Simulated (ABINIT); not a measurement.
Input of an ABINIT 10.8.3 (patched build) run:

Contents of run.abi:

```
# Pseudopotentials
pp_dirpath "./"
pseudos "In.GGA_PBE-JTH.xml, Pd.GGA_PBE-JTH.xml"

# Structure
acell 3*1.0
rprim
     6.1829661455     0.0000000000     0.0000000000
     0.0000000000     6.1829661455     0.0000000000
     0.0000000000     0.0000000000     6.1829661455
ntypat 2
znucl 49 46
natom 2
typat 1 2
xred
     0.0000000000     0.0000000000     0.0000000000
     0.5000000000     0.5000000000     0.5000000000
chkprim 0
chksymtnons 0
tolsym 1.0e-6

# Plane-wave basis
ecut 598.650497 eV
pawecutdg 44.0
pawxcdev 0
pawovlp -1

# k points
kptopt 1
ngkpt 8 8 8
nshiftk 1
shiftk 0.0 0.0 0.0

# Exchange and correlation
ixc 11

# Bands and occupations
nband 20
occopt 3
tsmear 0.05 eV

# SCF cycle
nstep 100
tolvrs 1.0e-9

# Output
iomode 3
prtwf 0
prtden 0
prteig 0
prtebands 0
enunit 2

# Relaxation
ionmov 2
ntime 60
tolmxf 0.0001
optcell 2
dilatmx 1.08
ecutsm 0.5
```

Potentials or basis: JTH PAW PBE v2.0.

Run with:

```sh
$ abinit run.abi > log 2>&1
```

**Question.** Estimate the relaxed volume.

**Answer.** 18.04 Å³/atom.

**Question.** Predict the relaxed cell.

**Answer.** a = 3.304 Å, b = 3.304 Å, c = 3.304 Å, α = 90.00°, β = 90.00°, γ = 90.00°.

Final structure:
```xyz
2
Lattice="3.3041 0.0000 0.0000 0.0000 3.3041 0.0000 0.0000 0.0000 3.3041" Properties=species:S:1:pos:R:3 pbc="T T T"
In    0.0000    0.0000    0.0000
Pd    1.6521    1.6521    1.6521
```
